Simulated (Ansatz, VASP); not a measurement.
**One calculation of SiNi, two programs**

INCAR

```
ALGO     = Normal         # electronic algorithm
EDIFF    = 1E-6           # SCF threshold, eV
ENCUT    = 520            # plane-wave cutoff, eV
GGA      = PS             # functional
ISIF     = 2              # what is computed and relaxed
ISMEAR   = -1             # smearing method
ISPIN    = 2              # spin polarisation
LASPH    = True           # aspherical terms in the spheres
LCHARG   = False          # write CHGCAR
LDAU     = True           # DFT+U
LDAUJ    = 0 0          
LDAUL    = 2 -1           # shell
LDAUPRINT= 1            
LDAUTYPE = 2            
LDAUU    = 2 0            # U, eV
LMAXMIX  = 4              # l up to which the mixer works
LORBIT   = 11             # projections on sites
LREAL    = False          # projectors in reciprocal space
LWAVE    = False          # write WAVECAR
MAGMOM   = 1 1 1 1 0 0 0 0 # initial moments
NBANDS   = 42             # bands
NELM     = 150            # most SCF steps
PREC     = Accurate       # precision mode
SIGMA    = 0.05           # smearing width, eV
```

KPOINTS

```
k-points
0
Gamma
  6 6 6
```

The input POSCAR:

```
SiNi
1.0
    4.5036940000      0.0000000000      0.0000000000
    0.0000000000      4.5036940000      0.0000000000
    0.0000000000      0.0000000000      4.5036940000
Ni Si
4 4
Direct
    0.1495040000      0.1495040000      0.1495040000
    0.6495040000      0.3504960000      0.8504960000
    0.8504960000      0.6495040000      0.3504960000
    0.3504960000      0.8504960000      0.6495040000
    0.8468300000      0.8468300000      0.8468300000
    0.3468300000      0.6531700000      0.1531700000
    0.1531700000      0.3468300000      0.6531700000
    0.6531700000      0.1531700000      0.3468300000
```

Contents of input.yaml:

```yaml
crystal:
  lattice:
    - [4.503694, 0.0, 0.0]
    - [0.0, 4.503694, 0.0]
    - [0.0, 0.0, 4.503694]
  atoms:
    - { symbol: Ni, position: [0.149504, 0.149504, 0.149504], spin: 1.0 }
    - { symbol: Ni, position: [0.649504, 0.350496, 0.850496], spin: 1.0 }
    - { symbol: Ni, position: [0.850496, 0.649504, 0.350496], spin: 1.0 }
    - { symbol: Ni, position: [0.350496, 0.850496, 0.649504], spin: 1.0 }
    - { symbol: Si, position: [0.84683, 0.84683, 0.84683] }
    - { symbol: Si, position: [0.34683, 0.65317, 0.15317] }
    - { symbol: Si, position: [0.15317, 0.34683, 0.65317] }
    - { symbol: Si, position: [0.65317, 0.15317, 0.34683] }
hamiltonian:
  xc: pbesol
  pseudopotentials: { kind: paw }
  hubbard: { sites: [{ species: Ni, l: d, u_eff: 2.0 }] }
magnetization:
  spin_polarized: true
kpoints:
  mp_grid: { grid: [6, 6, 6] }
  band_path:
    path:
      - [[0.0, 0.0, 0.0], [0.0, 0.5, 0.0], [0.5, 0.5, 0.0], [0.0, 0.0, 0.0], [0.5, 0.5, 0.5], [0.0, 0.5, 0.0]]
      - [[0.5, 0.5, 0.0], [0.5, 0.5, 0.5]]
    npoints: 10
scf:
  occupations: { method: fermi_dirac, width: 0.05 }
  n_extra_bands: 20
output:
  forces: true
  stress: true
  eigenvalues: true
  fatbands: false
```

The cell is a database's computed one.

Alike in both runs: functional PBEsol; k mesh 6 × 6 × 6; occupations fermi-dirac, width 0.05 eV; collinear spin; Hubbard terms Ni d U = 2.0 eV.

```csv
,VASP,Ansatz
version,VASP 6.6.1,Ansatz 0.2.0
potentials or method,"VASP PAW PBE potentials, release 64 (Ni, Si)",Ansatz PAW
plane-wave cutoff (eV),520,420
valence electrons in the cell,56,88
task,single point,band structure
```

VASP gave:

| Quantity | Value |
| --- | --- |
| gap on the k mesh at the Fermi level (eV) | none |
| pressure (GPa) | -7.8 |
| rms of the force components (eV/Å) | 0.042 |
| net moment per atom (μB) | 0.00 |

**Question.** What did Ansatz give for the same quantities?

**Answer.** gap on the k mesh at the Fermi level (eV): none; pressure (GPa): -5.2; rms of the force components (eV/Å): 0.030; net moment per atom (μB): 0.00.

The programs project onto different local orbitals, so the same U acts differently. Atom by atom the forces differ by 0.014 eV/Å (rms over components). A gap of «none» marks a metal or a gap that the smearing closes. The two sets of potentials don't hold the same shells in valence.

Caveats: the U is typed as a test and isn't derived for this compound; the PAW data sets were made with another functional, which shifts forces and pressure a little (VASP); the magnetic or orbital state may not be the lowest (Ansatz); the PAW data sets come from PBE, with cores solved anew for the run's functional, which leaves a small shift of forces and pressure (Ansatz); the starting moments weren't kept (Ansatz). The state reached can hang on the start; a lower one may exist.
